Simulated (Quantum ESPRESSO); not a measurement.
# ZnS (F-43m) in Quantum ESPRESSO: band structure with r2SCAN

Aim: the band structure of ZnS with r2SCAN.

All numbers are computed with Quantum ESPRESSO 7.5; they aren't measurements. Logs are shortened: lines on timing, memory, paths and dates and some standing lists are left out, and cuts for length are marked.

**The experiment to reproduce.**

“Electronic, vibrational, and thermodynamic properties of ZnS (zincblende and rocksalt structure)”, 2009, arxiv:0911.5022 quotes, for a bulk crystal of ZnS at 19 K: band gap 3.85 eV (direct).

The runs below are set against these values where they give the same quantity.

**1. Starting point**

It takes space group F-43m (No. 216, cubic). The conventional cell has a = 5.404 Å, b = 5.404 Å, c = 5.404 Å, α = 90.00°, β = 90.00°, γ = 90.00°. Zn (site symmetry -43m) is surrounded by 4 S at 2.34 Å. S (site symmetry -43m) is surrounded by 4 Zn at 2.34 Å.

**2. Band structure, r2SCAN**

Input file pw.in:

```
&CONTROL
  calculation = 'scf'
  prefix = 'pwscf'
  outdir = './tmp'
  pseudo_dir = './pseudo'
  tprnfor = .true.
  tstress = .true.
  disk_io = 'low'
/
&SYSTEM
  ibrav = 0
  nat = 2
  ntyp = 2
  ecutwfc = 70
  nbnd = 20
  input_dft = 'r2scan'
  occupations = 'smearing'
  smearing = 'fd'
  degauss = 0.00367493
  nosym = .true.
/
&ELECTRONS
  conv_thr = 1d-08
  electron_maxstep = 120
  mixing_beta = 0.5
/
ATOMIC_SPECIES
Zn    65.3800 Zn_ONCV_PBE-1.2.upf
S     32.0600 S_ONCV_PBE-1.2.upf
CELL_PARAMETERS angstrom
   0.0000000000    2.7020000000    2.7020000000
   2.7020000000    0.0000000000    2.7020000000
   2.7020000000    2.7020000000    0.0000000000
ATOMIC_POSITIONS crystal
Zn     0.7500000000    0.7500000000    0.7500000000
S      0.0000000000    0.0000000000    0.0000000000
K_POINTS automatic
7 7 7 0 0 0
```

Input file bands.in:

```
&CONTROL
  calculation = 'bands'
  prefix = 'pwscf'
  outdir = './tmp'
  pseudo_dir = './pseudo'
  disk_io = 'low'
  verbosity = 'high'
/
&SYSTEM
  ibrav = 0
  nat = 2
  ntyp = 2
  ecutwfc = 70
  nbnd = 20
  input_dft = 'r2scan'
  occupations = 'smearing'
  smearing = 'fd'
  degauss = 0.00367493
  nosym = .true.
/
&ELECTRONS
  conv_thr = 1d-08
  electron_maxstep = 120
  mixing_beta = 0.5
  diago_full_acc = .true.
  startingwfc = 'random'
/
ATOMIC_SPECIES
Zn    65.3800 Zn_ONCV_PBE-1.2.upf
S     32.0600 S_ONCV_PBE-1.2.upf
CELL_PARAMETERS angstrom
   0.0000000000    2.7020000000    2.7020000000
   2.7020000000    0.0000000000    2.7020000000
   2.7020000000    2.7020000000    0.0000000000
ATOMIC_POSITIONS crystal
Zn     0.7500000000    0.7500000000    0.7500000000
S      0.0000000000    0.0000000000    0.0000000000
K_POINTS crystal
60
 0.0000000000  0.0000000000  0.0000000000 1
 0.0625000000  0.0000000000  0.0625000000 1
 0.1250000000  0.0000000000  0.1250000000 1
 0.1875000000  0.0000000000  0.1875000000 1
 0.2500000000  0.0000000000  0.2500000000 1
 0.3125000000  0.0000000000  0.3125000000 1
 0.3750000000  0.0000000000  0.3750000000 1
 0.4375000000  0.0000000000  0.4375000000 1
 0.5000000000  0.0000000000  0.5000000000 1
 0.5000000000  0.0625000000  0.5625000000 1
 0.5000000000  0.1250000000  0.6250000000 1
 0.5000000000  0.1875000000  0.6875000000 1
 0.5000000000  0.2500000000  0.7500000000 1
 0.4375000000  0.3125000000  0.7500000000 1
 0.3750000000  0.3750000000  0.7500000000 1
 0.3375000000  0.3375000000  0.6750000000 1
 0.3000000000  0.3000000000  0.6000000000 1
 0.2625000000  0.2625000000  0.5250000000 1
 0.2250000000  0.2250000000  0.4500000000 1
 0.1875000000  0.1875000000  0.3750000000 1
 0.1500000000  0.1500000000  0.3000000000 1
 0.1125000000  0.1125000000  0.2250000000 1
 0.0750000000  0.0750000000  0.1500000000 1
 0.0375000000  0.0375000000  0.0750000000 1
 0.0000000000  0.0000000000  0.0000000000 1
 0.0625000000  0.0625000000  0.0625000000 1
 0.1250000000  0.1250000000  0.1250000000 1
 0.1875000000  0.1875000000  0.1875000000 1
 0.2500000000  0.2500000000  0.2500000000 1
 0.3125000000  0.3125000000  0.3125000000 1
 0.3750000000  0.3750000000  0.3750000000 1
 0.4375000000  0.4375000000  0.4375000000 1
 0.5000000000  0.5000000000  0.5000000000 1
 0.5250000000  0.4500000000  0.5250000000 1
 0.5500000000  0.4000000000  0.5500000000 1
 0.5750000000  0.3500000000  0.5750000000 1
 0.6000000000  0.3000000000  0.6000000000 1
 0.6250000000  0.2500000000  0.6250000000 1
 0.5833333333  0.2500000000  0.6666666667 1
 0.5416666667  0.2500000000  0.7083333333 1
 0.5000000000  0.2500000000  0.7500000000 1
 0.5000000000  0.2857142857  0.7142857143 1
 0.5000000000  0.3214285714  0.6785714286 1
 0.5000000000  0.3571428571  0.6428571429 1
 0.5000000000  0.3928571429  0.6071428571 1
 0.5000000000  0.4285714286  0.5714285714 1
 0.5000000000  0.4642857143  0.5357142857 1
 0.5000000000  0.5000000000  0.5000000000 1
 0.4821428571  0.4821428571  0.5357142857 1
 0.4642857143  0.4642857143  0.5714285714 1
 0.4464285714  0.4464285714  0.6071428571 1
 0.4285714286  0.4285714286  0.6428571429 1
 0.4107142857  0.4107142857  0.6785714286 1
 0.3928571429  0.3928571429  0.7142857143 1
 0.3750000000  0.3750000000  0.7500000000 1
 0.6250000000  0.2500000000  0.6250000000 1
 0.5937500000  0.1875000000  0.5937500000 1
 0.5625000000  0.1250000000  0.5625000000 1
 0.5312500000  0.0625000000  0.5312500000 1
 0.5000000000  0.0000000000  0.5000000000 1
```

Potentials or basis: SG15 PBE 1.2.

Command:

```
OMP_NUM_THREADS=1 mpirun -n 4 pw.x -nk 4 -in pw.in > pw.out
OMP_NUM_THREADS=1 mpirun -n 4 pw.x -nk 4 -in bands.in > bands.out
```

pw.out:

```text
This program is part of the open-source Quantum ESPRESSO suite
     for quantum simulation of materials; please cite
         "P. Giannozzi et al., J. Phys.:Condens. Matter 21 395502 (2009);
         "P. Giannozzi et al., J. Phys.:Condens. Matter 29 465901 (2017);
         "P. Giannozzi et al., J. Chem. Phys. 152 154105 (2020);
     in publications or presentations arising from this work. More details at

     IMPORTANT: XC functional enforced from input :
     Exchange-correlation= R2SCAN
                           (   0   0   0   0   0 497 498)
     Any further DFT definition will be discarded
     Please, verify this is what you really want

     K-points division:     npool     =       4
     Subspace diagonalization in iterative solution of the eigenvalue problem:
     a serial algorithm will be used

     G-vector sticks info
     --------------------
     sticks:   dense  smooth     PW     G-vecs:    dense   smooth      PW
     Sum        1015    1015    313                20995    20995    3527

     Using Slab Decomposition

     bravais-lattice index     =            0
     lattice parameter (alat)  =       7.2210  a.u.
     unit-cell volume          =     266.2457 (a.u.)^3
     number of atoms/cell      =            2
     number of atomic types    =            2
     number of electrons       =        26.00
     number of Kohn-Sham states=           20
     kinetic-energy cutoff     =      70.0000  Ry
     charge density cutoff     =     280.0000  Ry
     scf convergence threshold =      1.0E-08
     mixing beta               =       0.5000
     number of iterations used =            8  plain     mixing
     Exchange-correlation= R2SCAN
                           (   0   0   0   0   0 497 498)

     celldm(1)=   7.221031  celldm(2)=   0.000000  celldm(3)=   0.000000
     celldm(4)=   0.000000  celldm(5)=   0.000000  celldm(6)=   0.000000

     crystal axes: (cart. coord. in units of alat)
               a(1) = (   0.000000   0.707107   0.707107 )
               a(2) = (   0.707107   0.000000   0.707107 )
               a(3) = (   0.707107   0.707107   0.000000 )

     reciprocal axes: (cart. coord. in units 2 pi/alat)
               b(1) = ( -0.707107  0.707107  0.707107 )
               b(2) = (  0.707107 -0.707107  0.707107 )
               b(3) = (  0.707107  0.707107 -0.707107 )

     PseudoPot. # 1 for Zn read from file:
     Zn_ONCV_PBE-1.2.upf
     Pseudo is Norm-conserving, Zval = 20.0
     Generated using ONCVPSP code by D. R. Hamann
     Using radial grid of  602 points,  6 beta functions with:
                l(1) =   0
                l(2) =   0
                l(3) =   1
                l(4) =   1
                l(5) =   2
                l(6) =   2

     PseudoPot. # 2 for S  read from file:
     S_ONCV_PBE-1.2.upf
     Pseudo is Norm-conserving, Zval =  6.0
     Generated using ONCVPSP code by D. R. Hamann
     Using radial grid of  602 points,  4 beta functions with:
                l(1) =   0
                l(2) =   0
                l(3) =   1
                l(4) =   1

     atomic species   valence    mass     pseudopotential
     Zn               20.00    65.38000     Zn( 1.00)
     S                 6.00    32.06000     S ( 1.00)

     No symmetry found

   Cartesian axes

     site n.     atom                  positions (alat units)
         1        Zn     tau(   1) = (   1.0606602   1.0606602   1.0606602  )
         2        S      tau(   2) = (   0.0000000   0.0000000   0.0000000  )

     number of k points=   172  Fermi-Dirac smearing, width (Ry)=  0.0037

     Number of k-points >= 100: set verbosity='high' to print them.

     Dense  grid:    20995 G-vectors     FFT dimensions: (  40,  40,  40)

     WARNING: libxc functional with ID  497 depends
      on external parameters: check the user_guide of
      QE if you need to modify them or to check their
      default values.

     WARNING: libxc functional with ID  498 depends
      on external parameters: check the user_guide of
      QE if you need to modify them or to check their
      default values.

     Initial potential from superposition of free atoms

     starting charge      25.9670, renormalised to      26.0000
     Starting wfcs are random

     Self-consistent Calculation

     iteration #  1     ecut=    70.00 Ry     beta= 0.50
     Davidson diagonalization with overlap
     ethr =  1.00E-02,  avg # of iterations = 11.4

     total energy              =    -420.96472427 Ry
     estimated scf accuracy    <     190.85685027 Ry

     iteration #  2     ecut=    70.00 Ry     beta= 0.50
     Davidson diagonalization with overlap
     ethr =  1.00E-02,  avg # of iterations =  1.0

     total energy              =    -421.00179983 Ry
     estimated scf accuracy    <      43.69993618 Ry

     iteration #  3     ecut=    70.00 Ry     beta= 0.50
     Davidson diagonalization with overlap
     ethr =  1.00E-02,  avg # of iterations =  1.0

     total energy              =    -421.01051695 Ry
     estimated scf accuracy    <       0.45346372 Ry

     iteration #  4     ecut=    70.00 Ry     beta= 0.50
     Davidson diagonalization with overlap
     ethr =  1.74E-03,  avg # of iterations =  1.0

     total energy              =    -421.01249979 Ry
     estimated scf accuracy    <       0.00129751 Ry

     iteration #  5     ecut=    70.00 Ry     beta= 0.50
     Davidson diagonalization with overlap
     ethr =  4.99E-06,  avg # of iterations =  5.9

     total energy              =    -421.01265294 Ry
     estimated scf accuracy    <       0.00290831 Ry

     iteration #  6     ecut=    70.00 Ry     beta= 0.50
     Davidson diagonalization with overlap
     ethr =  4.99E-06,  avg # of iterations =  1.0

     total energy              =    -421.01264588 Ry
     estimated scf accuracy    <       0.00124259 Ry

     iteration #  7     ecut=    70.00 Ry     beta= 0.50
     Davidson diagonalization with overlap
     ethr =  4.78E-06,  avg # of iterations =  1.0

     total energy              =    -421.01265004 Ry
     estimated scf accuracy    <       0.00001649 Ry

     iteration #  8     ecut=    70.00 Ry     beta= 0.50
     Davidson diagonalization with overlap
     ethr =  6.34E-08,  avg # of iterations =  1.0

     total energy              =    -421.01265027 Ry
     estimated scf accuracy    <       0.00000359 Ry

     iteration #  9     ecut=    70.00 Ry     beta= 0.50
     Davidson diagonalization with overlap
     ethr =  1.38E-08,  avg # of iterations =  1.0

     total energy              =    -421.01265035 Ry
     estimated scf accuracy    <       0.00000053 Ry

     iteration # 10     ecut=    70.00 Ry     beta= 0.50
     Davidson diagonalization with overlap
     ethr =  2.05E-09,  avg # of iterations =  1.9

     total energy              =    -421.01265037 Ry
     estimated scf accuracy    <       0.00000249 Ry

     iteration # 11     ecut=    70.00 Ry     beta= 0.50
     Davidson diagonalization with overlap
     ethr =  2.05E-09,  avg # of iterations =  1.0

     total energy              =    -421.01265037 Ry
     estimated scf accuracy    <       0.00000033 Ry

     iteration # 12     ecut=    70.00 Ry     beta= 0.50
     Davidson diagonalization with overlap
     ethr =  1.26E-09,  avg # of iterations =  1.0

     total energy              =    -421.01265037 Ry
     estimated scf accuracy    <       0.00000011 Ry

     iteration # 13     ecut=    70.00 Ry     beta= 0.50
     Davidson diagonalization with overlap
     ethr =  4.39E-10,  avg # of iterations =  1.0

     total energy              =    -421.01265037 Ry
     estimated scf accuracy    <       0.00000002 Ry

     iteration # 14     ecut=    70.00 Ry     beta= 0.50
     Davidson diagonalization with overlap
     ethr =  7.86E-11,  avg # of iterations =  1.0

     total energy              =    -421.01265037 Ry
     estimated scf accuracy    <       0.00000003 Ry

     iteration # 15     ecut=    70.00 Ry     beta= 0.50
     Davidson diagonalization with overlap
     ethr =  7.86E-11,  avg # of iterations =  1.0

     End of self-consistent calculation

     Number of k-points >= 100: set verbosity='high' to print the bands.

     the Fermi energy is     8.8595 ev

!    total energy              =    -421.01265037 Ry
     estimated scf accuracy    <          7.1E-09 Ry
     smearing contrib. (-TS)   =      -0.00000000 Ry
     internal energy E=F+TS    =    -421.01265037 Ry

     The total energy is F=E-TS. E is the sum of the following terms:
     one-electron contribution =    -338.29000064 Ry
     hartree contribution      =     173.08129429 Ry
     xc contribution           =     -41.20863122 Ry
     ewald contribution        =    -214.59531280 Ry

     convergence has been achieved in  15 iterations

     Forces acting on atoms (cartesian axes, Ry/au):

     atom    1 type  1   force =     0.00000002   -0.00000002   -0.00000001
     atom    2 type  2   force =    -0.00000002    0.00000002    0.00000001

     Total force =     0.000000     Total SCF correction =     0.000000
     SCF correction compared to forces is large: reduce conv_thr to get better values

     Computing stress (Cartesian axis) and pressure

          total   stress  (Ry/bohr**3)                   (kbar)     P=        0.39
   0.00000262   0.00000000  -0.00000000            0.39        0.00       -0.00
   0.00000000   0.00000262   0.00000000            0.00        0.39        0.00
  -0.00000000   0.00000000   0.00000262           -0.00        0.00        0.39

=------------------------------------------------------------------------------=
   JOB DONE.
=------------------------------------------------------------------------------=
```

Wall time 2.8 min (4 MPI ranks of Arm Neoverse V2, shared host); peak memory 0.44 GiB.

Results:

```
Free energy             : -5728.1689 eV
Pressure                : 0.0 GPa
Band gap on the k mesh  : 2.62 eV, direct
Band gap along the path : 2.62 eV, direct
```

Levels at the corners of the path, in eV from the valence-band top:
| point | band 9 | band 10 | band 11 | band 12 | band 13 | band 14 | band 15 | band 16 | band 17 | band 18 |
| --- | --- | --- | --- | --- | --- | --- | --- | --- | --- | --- |
| Γ | -6.17 | -6.17 | 0.00 | 0.00 | 0.00 | 2.62 | 7.04 | 7.04 | 7.04 | 12.43 |
| X | -6.10 | -5.94 | -4.63 | -2.25 | -2.25 | 3.77 | 4.56 | 11.75 | 12.91 | 12.91 |
| W | -6.21 | -5.76 | -4.60 | -2.79 | -2.77 | 6.09 | 6.67 | 8.53 | 8.79 | 13.39 |
| K | -6.13 | -5.81 | -4.65 | -3.17 | -1.83 | 4.57 | 6.50 | 10.02 | 10.51 | 11.46 |
| Γ | -6.17 | -6.17 | 0.00 | 0.00 | 0.00 | 2.62 | 7.04 | 7.04 | 7.04 | 12.43 |
| L | -6.14 | -5.95 | -5.35 | -0.87 | -0.87 | 3.84 | 7.51 | 7.51 | 9.41 | 12.87 |
| U | -6.13 | -5.81 | -4.65 | -3.17 | -1.83 | 4.57 | 6.50 | 10.02 | 10.51 | 11.46 |
| W | -6.21 | -5.76 | -4.60 | -2.79 | -2.77 | 6.09 | 6.67 | 8.53 | 8.79 | 13.39 |
| L | -6.14 | -5.95 | -5.35 | -0.87 | -0.87 | 3.84 | 7.51 | 7.51 | 9.41 | 12.87 |
| K | -6.13 | -5.81 | -4.65 | -3.17 | -1.83 | 4.57 | 6.50 | 10.02 | 10.51 | 11.46 |
| U | -6.13 | -5.81 | -4.65 | -3.17 | -1.83 | 4.57 | 6.50 | 10.02 | 10.51 | 11.46 |
| X | -6.10 | -5.94 | -4.63 | -2.25 | -2.25 | 3.77 | 4.56 | 11.75 | 12.91 | 12.91 |

Caveat: the potentials were made for another functional, which shifts forces and pressure.

**3. Against experiment**

Step 2. Against the measured gap of ZnS, 3.85 eV (direct; 19 K; quoted in “Electronic, vibrational, and thermodynamic properties of ZnS (zincblende and rocksalt structure)”, 2009, arxiv:0911.5022), the calculated 2.62 eV is off by -1.23 eV. The value is that of r2SCAN, without temperature or zero-point motion.
